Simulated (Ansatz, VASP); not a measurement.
## Sb in VASP and in Ansatz

```xyz
1
Lattice="3.1705 0.0000 0.0000 0.0000 3.1705 0.0000 0.0000 0.0000 3.1705" Properties=species:S:1:pos:R:3 pbc="T T T"
Sb    0.0000    0.0000    0.0000
```

Change from the starting cell: volume scaled by 1.01.

Alike in both runs: task single point; functional PBE; k mesh 13 × 13 × 13; occupations fermi-dirac, width 0.05 eV; no spin polarisation.

|  | VASP | Ansatz |
| --- | --- | --- |
| version | VASP 6.6.1 | Ansatz 0.2.0 |
| potentials or method | VASP PAW PBE potentials, release 64 (Sb), cutoff 520 eV | all-electron LAPW, scalar-relativistic |

|  | VASP | Ansatz | Ansatz less VASP |
| --- | --- | --- | --- |
| pressure (GPa) | -3.0 | -2.9 | +0.06 |

Ansatz ran all-electron here, so the differences hold the error of VASP's frozen core and of both bases.

The runs have no spin-orbit coupling, so splittings on Sb are missing.
